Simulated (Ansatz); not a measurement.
TiAl under changes of volume

One of the cells (16.065 Å³/atom); the others are scaled copies at fixed shape and fractional positions:

```xyz
2
Lattice="3.1791 0.0000 0.0000 0.0000 3.1791 0.0000 0.0000 0.0000 3.1791" Properties=species:S:1:pos:R:3 pbc="T T T"
Ti    0.0000    0.0000    0.0000
Al    1.5895    1.5895    1.5895
```

The cell comes from a database or a generator and needn't be the stable form of this composition.

- Program: Ansatz 0.2.0
- Functional: PBE0
- Potentials or basis: Ansatz PAW
- Cutoff: 420 eV (not typed: the program's choice for these potentials)
- k mesh: 6 × 6 × 6
- Occupations: fermi-dirac, width 0.05 eV
- Spin: no spin polarisation

```tsv
volume (Å³/atom)	energy over the lowest point (meV/atom)	pressure (GPa)
15.101	11.13	5.7
15.422	?	?
15.743	0.00	0.0
16.065	2.46	-2.4
16.386	9.57	-4.6
16.707	20.91	-6.6
17.028	36.07	-8.4
```

Problem. What does the run at 15.422 Å³/atom give?

Solution. Energy over the lowest point 2.71 meV/atom; pressure 2.7 GPa.

Worked out: A Birch-Murnaghan fit of order 3 (a polynomial in V^(-2/3)) to the other rows has its minimum at 15.75 Å³/atom with B0 = V·E''(V) = 126 GPa and B' = 3.9. It gives 2.72 meV/atom at 15.422 Å³/atom, against the run's 2.71, and -dE/dV = 2.7 GPa, against 2.7.

Energies are extrapolated to zero smearing.

Caveats: the PAW data sets come from PBE, with cores solved anew for the run's functional, which leaves a small shift of forces and pressure; the thresholds are loose for stress.
